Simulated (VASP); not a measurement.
# PtS2 (P-3m1) in VASP: further runs, part 2 of 2

VASP 6.6.1. Earlier steps stand in the parts before.

## (4) Band structure, r2SCAN

INCAR reads:

```
SYSTEM = PtS2
  PREC = Accurate
  ENCUT = 520
  EDIFF = 1E-7
  ISMEAR = -1
  SIGMA = 0.05
  LREAL = .False.
  LASPH = .True.
  NELM = 80
  ALGO = Normal
  ISIF = 2
  LWAVE = .False.
  LCHARG = .False.
  LMAXMIX = 4
  METAGGA = R2SCAN
  LMIXTAU = .True.
```

KPOINTS reads:

```
regular mesh
0
Gamma
  9 9 5
  0 0 0
```

POSCAR reads:

```
PtS2
1.0
    3.5432000000      0.0000000000      0.0000000000
   -1.7716000000      3.0685012107      0.0000000000
    0.0000000000      0.0000000000      5.0388000000
Pt S
1 2
Direct
    0.0000000000      0.0000000000      0.0000000000
    0.6666666667      0.3333333333      0.7730000000
    0.3333333333      0.6666666667      0.2270000000
```

KPOINTS_OPT reads:

```
path GMKGALHA,LM,KH
20
line-mode
reciprocal
 0.0000000000  0.0000000000  0.0000000000  G
 0.5000000000  0.0000000000  0.0000000000  M

 0.5000000000  0.0000000000  0.0000000000  M
 0.3333333333  0.3333333333  0.0000000000  K

 0.3333333333  0.3333333333  0.0000000000  K
 0.0000000000  0.0000000000  0.0000000000  G

 0.0000000000  0.0000000000  0.0000000000  G
 0.0000000000  0.0000000000  0.5000000000  A

 0.0000000000  0.0000000000  0.5000000000  A
 0.5000000000  0.0000000000  0.5000000000  L

 0.5000000000  0.0000000000  0.5000000000  L
 0.3333333333  0.3333333333  0.5000000000  H

 0.3333333333  0.3333333333  0.5000000000  H
 0.0000000000  0.0000000000  0.5000000000  A

 0.5000000000  0.0000000000  0.5000000000  L
 0.5000000000  0.0000000000  0.0000000000  M

 0.3333333333  0.3333333333  0.0000000000  K
 0.3333333333  0.3333333333  0.5000000000  H
```

Potentials or basis: VASP PAW PBE potentials, release 64 (Pt, S).

Started as:

```sh
$ cat potpaw_PBE.64/Pt/POTCAR potpaw_PBE.64/S/POTCAR > POTCAR
$ mpirun -np 1 vasp_std > vasp.out
```

OUTCAR:

```text
SYSTEM = PtS2
   PREC = Accurate
   ENCUT = 520
   EDIFF = 1E-7
   ISMEAR = -1
   LREAL = .False.
   LASPH = .True.
   NELM = 80
   ISIF = 2
   METAGGA = R2SCAN

 ion  position               nearest neighbor table
   1  0.000  0.000  0.000-   2 2.34   3 2.34   2 2.34   3 2.34   2 2.34   3 2.34
   2  0.667  0.333  0.773-   1 2.34   1 2.34   1 2.34
   3  0.333  0.667  0.227-   1 2.34   1 2.34   1 2.34

  LATTYP: Found a hexagonal cell.
 ALAT       =     3.5432000000
 C/A-ratio  =     1.4221043125

  Lattice vectors:

 A1 = (   3.5432000000,   0.0000000000,   0.0000000000)
 A2 = (  -1.7716000000,   3.0685012107,   0.0000000000)
 A3 = (   0.0000000000,   0.0000000000,   5.0388000000)

Analysis of symmetry for initial positions (statically):
=====================================================================
 Subroutine PRICEL returns:
 Original cell was already a primitive cell.

 Routine SETGRP: Setting up the symmetry group for a
 hexagonal supercell.

 Subroutine GETGRP returns: Found 12 space group operations
 (whereof 12 operations were pure point group operations)
 out of a pool of 24 trial point group operations.

The static configuration has the point symmetry D_3d.

Analysis of symmetry for dynamics (positions and initial velocities):
=====================================================================
 Subroutine PRICEL returns:
 Original cell was already a primitive cell.

 Routine SETGRP: Setting up the symmetry group for a
 hexagonal supercell.

 Subroutine GETGRP returns: Found 12 space group operations
 (whereof 12 operations were pure point group operations)
 out of a pool of 24 trial point group operations.

The dynamic configuration has the point symmetry D_3d.

 Subroutine INISYM returns: Found 12 space group operations
 (whereof 12 operations are pure point group operations),
 and found     1 'primitive' translations

----------------------------------------------------------------------------------------

                                     Primitive cell

  volume of cell :      54.7834

  direct lattice vectors                    reciprocal lattice vectors
     3.543200000  0.000000000  0.000000000     0.282230752  0.162946001  0.000000000
    -1.771600000  3.068501211  0.000000000     0.000000000  0.325892001  0.000000000
     0.000000000  0.000000000  5.038800000     0.000000000  0.000000000  0.198459951

  length of vectors
     3.543200000  3.543200000  5.038800000     0.325892001  0.325892001  0.198459951

  position of ions in fractional coordinates (direct lattice)
     0.000000000  0.000000000  0.000000000
     0.666666667  0.333333333  0.773000000
     0.333333333  0.666666667  0.227000000

  ion indices of the primitive-cell ions
   primitive index   ion index
                 1           1
                 2           2
                 3           3

----------------------------------------------------------------------------------------

 KPOINTS: regular mesh

Automatic generation of k-mesh.
 Grid dimensions read from file:
 generate k-points for:    9    9    5
[... 45 lines left out ...]
 [... further k-points ...]
   k-points           NKPTS =     50   k-points in BZ     NKDIM =     50   number of bands    NBANDS=     15
   number of dos      NEDOS =    301   number of ions     NIONS =      3
   total plane-waves  NPLWV =  31360
   dimension x,y,z NGX =    28 NGY =   28 NGZ =   40
   dimension x,y,z NGXF=    56 NGYF=   56 NGZF=   80
   ions per type =               1   2
   NGX,Y,Z   is equivalent  to a cutoff of  13.14, 13.14, 13.20 a.u.
   NGXF,Y,Z  is equivalent  to a cutoff of  26.28, 26.28, 26.39 a.u.
 SYSTEM =  PtS2
   PREC   = accura    normal or accurate (medium, high low for compatibility)
   ISTART =      0    job   : 0-new  1-cont  2-samecut
   ICHARG =      2    charge: 1-file 2-atom 10-const
   ISPIN  =      1    spin polarized calculation?
   LNONCOLLINEAR =      F non collinear calculations
   LSORBIT =      F    spin-orbit coupling
   LASPH  =      T    aspherical Exc in radial PAW
   ENCUT  =  520.0 eV  38.22 Ry    6.18 a.u.   6.59  6.59  9.37*2*pi/ulx,y,z
   NELM   =     80;   NELMIN=  2; NELMDL= -5     # of ELM steps
   EDIFF  = 0.1E-06   stopping-criterion for ELM
   LREAL  =      F    real-space projection
   EDIFFG = 0.1E-05   stopping-criterion for IOM
   NSW    =      0    number of steps for IOM
   IBRION =     -1    ionic relax: 0-MD 1-quasi-New 2-CG
   NFREE  =      0    steps in history (QN), initial steepest desc. (CG)
   ISIF   =      2    stress and relaxation
   ISYM   =      2    0-nonsym 1-usesym 2-fastsym
   POTIM  = 0.5000    time-step for ionic-motion
   TEBEG  =    0.0;   TEEND  =   0.0 temperature during run
   PSTRESS=    0.0 pullay stress
   NELECT =      22.0000    total number of electrons
   NUPDOWN=      -1.0000    fix difference up-down
   EMIN   =  10.00;   EMAX   =-10.00  energy-range for DOS
   EFERMI =   0.00;   METHOD = LEGACY
   ISMEAR =    -1;   SIGMA  =   0.05  broadening in eV -4-tet -1-fermi 0-gaus
   EFERMI_NEDOS =   21; number of points for ismear=-14 and -15
   IALGO  =     38    algorithm
   IMIX   =      4    mixing-type and parameters
     AMIX     =   0.40;   BMIX     =  1.00
     AMIX_MAG =   1.60;   BMIX_MAG =  1.00
  volume/ion in A,a.u.               =      18.26       123.23
  Fermi-wavevector in a.u.,A,eV,Ry     =   1.207812  2.282434 19.848315  1.458810
  Thomas-Fermi vector in A             =   2.343439
   LORBIT       =      0    0 simple, 1 ext, 2 COOP (PROOUT), +10 PAW based schemes
   METAGGA = R2SCAN    functional components
   LHFCALC =     F    Hartree Fock is set to
   AEXX    =    0.0000 exact exchange contribution
   IVDW    =     0    specifies the selected vdW correction
   LEPSILON=     F    determine dielectric tensor
   LRPA    =     F    only Hartree local field effects (RPA)
 non-spin polarized calculation
  energy-cutoff  :      520.00
  volume of cell :       54.78
 maximum number of plane-waves:      1507
 NGX is ok and might be reduce to    28
   NGX = 13   NGY = 13   NGZ = 19

 number of electron      22.0000001 magnetization

 Free energy of the ion-electron system (eV)
  ---------------------------------------------------
  ext. energy  EPLUGINS =         0.00000000
  ---------------------------------------------------
  free energy    TOTEN  =       -68.74052864 eV

  energy without entropy =      -68.74052777  energy(sigma->0) =      -68.74052821

 E-fermi :   7.0849     XC(G=0): -11.2787

 val. band max:        6.5110607966   @ k =   0.0000   0.2222   0.2000
 cond. band min:       7.7022068956   @ k =   0.0000   0.3333   0.2000
 fundamental gap:      1.1911460990
 Fermi energy:         7.0849329102

 k-point     1 :       0.0000    0.0000    0.0000
  band No.  band energies     occupation
      1      -9.7016      2.00000
      2      -6.3374      2.00000
      3      -0.7914      2.00000
      4      -0.7914      2.00000
      5      -0.6625      2.00000
      6       2.3521      2.00000
      7       2.3521      2.00000
      8       4.6357      2.00000
      9       5.3270      2.00000
     10       5.3270      2.00000
     11       6.4194      2.00000
     12       9.1531      0.00000
     13       9.1531      0.00000
     14      11.7465      0.00000
[... 401 lines left out ...]
      2      -6.9906      2.00000
      3      -0.5159      2.00000
      4      -0.2295      2.00000
      5       0.6280      2.00000
      6       1.0825      2.00000
      7       1.8310      2.00000
      8       3.2312      2.00000
      9       4.6585      2.00000
     10       4.8653      2.00000
     11       6.1812      2.00000
     12       7.7503      0.00000
     13       8.6101      0.00000
     14      12.6432      0.00000
     15      14.6069      0.00000

 [... further k-points ...]

------------------------ aborting loop because EDIFF is reached ----------------------------------------

  FORCE on cell =-STRESS in cart. coord.  units (eV):
  Direction    XX          YY          ZZ          XY          YZ          ZX
  --------------------------------------------------------------------------------------
  -------------------------------------------------------------------------------------
  Total        3.1345537      3.1345537      3.2005301      0.0000000     -0.0000000      0.0000000
  in kB       91.6721049     91.6721049     93.6016293      0.0000000     -0.0000000      0.0000000
  external PRESSURE =      92.3152797 kB  Pullay stress =       0.0000000 kB

 VOLUME and BASIS-vectors are now :
 -----------------------------------------------------------------------------
  energy-cutoff  :      520.00
  volume of cell :       54.78
      direct lattice vectors                 reciprocal lattice vectors
     3.543200000  0.000000000  0.000000000     0.282230752  0.162946001  0.000000000
    -1.771600000  3.068501211  0.000000000     0.000000000  0.325892001  0.000000000
     0.000000000  0.000000000  5.038800000     0.000000000  0.000000000  0.198459951

 POSITION                                       TOTAL-FORCE (eV/Angst)
 -----------------------------------------------------------------------------------
      0.00000      0.00000      0.00000        -0.000000      0.000000     -0.000000
      1.77160      1.02283      3.89499        -0.000000      0.000000     -1.210498
     -0.00000      2.04567      1.14381         0.000000     -0.000000      1.210498
 -----------------------------------------------------------------------------------
    total drift:                                0.000000     -0.000000      0.000000

  FREE ENERGIE OF THE ION-ELECTRON SYSTEM (eV)
  ---------------------------------------------------
  free  energy   TOTEN  =       -68.7405286423 eV

  energy  without entropy=      -68.7405277702  energy(sigma->0) =      -68.74052821
```

Wall time 3.5 min (1 thread of Intel Xeon 6975P-C (Granite Rapids), shared host); peak memory 0.21 GiB.

Results:

- Free energy: -68.7405 eV
- Pressure: 9.2 GPa
- Largest force: 1.210 eV/Å
- Band gap on the k mesh: 1.19 eV, indirect (least direct gap 1.25 eV)
- Band gap along the path: 1.19 eV, indirect (least direct gap 1.74 eV)

Forces on the atoms (eV/Å):
```
Pt   0.000  0.000  0.000
S    0.000  0.000 -1.210
S    0.000  0.000  1.210
```

Levels at the corners of the path, in eV from the valence-band top:
```csv
point,band 8,band 9,band 10,band 11,band 12,band 13,band 14,band 15
Γ,-1.86,-1.17,-1.17,-0.08,2.66,2.66,5.25,6.41
M,-3.49,-3.38,-3.08,-2.39,1.98,3.06,5.91,7.09
M,-3.49,-3.38,-3.08,-2.39,1.98,3.06,5.91,7.09
K,-3.83,-2.78,-1.56,-1.56,1.23,1.23,6.09,8.56
K,-3.83,-2.78,-1.56,-1.56,1.23,1.23,6.09,8.56
Γ,-1.86,-1.17,-1.17,-0.08,2.66,2.66,5.25,6.41
Γ,-1.86,-1.17,-1.17,-0.08,2.66,2.66,5.25,6.41
A,-2.51,-1.36,-1.36,-0.90,3.15,3.15,5.96,7.96
A,-2.51,-1.36,-1.36,-0.90,3.15,3.15,5.96,7.96
L,-3.41,-3.19,-2.81,-1.40,2.28,2.59,5.81,6.03
L,-3.41,-3.19,-2.81,-1.40,2.28,2.59,5.81,6.03
H,-3.71,-3.67,-1.97,-1.97,2.43,2.43,7.76,8.45
H,-3.71,-3.67,-1.97,-1.97,2.43,2.43,7.76,8.44
A,-2.51,-1.36,-1.36,-0.90,3.15,3.15,5.96,7.96
L,-3.41,-3.19,-2.81,-1.40,2.28,2.59,5.81,6.03
M,-3.49,-3.38,-3.08,-2.39,1.98,3.06,5.91,7.09
K,-3.83,-2.78,-1.56,-1.56,1.23,1.23,6.09,8.56
H,-3.71,-3.67,-1.97,-1.97,2.43,2.43,7.76,8.44
```

Caveat: the PAW data sets were made with another functional, which shifts forces and pressure a little; spin-orbit coupling is left out, which moves the levels of the heavy elements. r2SCAN opens gaps a little over a GGA but as a rule still falls short of measured ones.

## (5) For comparison

An earlier run on the cell as given: functional PBEsol; potentials or basis VASP PAW PBE potentials, release 64 (Pt, S); cutoff 520 eV; k mesh 9 × 9 × 5; occupations fermi-dirac, width 0.05 eV; no spin polarisation.

* Pressure: 6.1 GPa
* Largest force: 0.930 eV/Å
* Band gap on the k mesh: 0.96 eV, indirect (least direct gap 1.00 eV)

## (6) Overview

```csv
task,level,ladder,gap on the mesh (eV),pressure (GPa),largest force (eV/Å)
band structure,BLYP,-,1.05,-,-
band structure,PW91,-,1.03,-,-
band structure,r2SCAN,-,1.19,9.2,1.21
single point,PBEsol,free,0.96,6.1,0.93
```

Alike in all rows: potentials or basis VASP PAW PBE potentials, release 64 (Pt, S); no spin polarisation; cell as given; k mesh 9 × 9 × 5; cutoff (eV) 520; smearing fermi-dirac 0.05 eV.

On the cell as given the gap runs from 0.96 eV (PBEsol) to 1.19 eV (r2SCAN).

Caveats: the PAW data sets were made with another functional, which shifts forces and pressure a little; spin-orbit coupling is left out, which moves the levels of the heavy elements; an odd mesh through Γ misses points on the zone boundary, where band edges often lie (some runs).

Absolute energies hang on the potentials; compare differences alone.
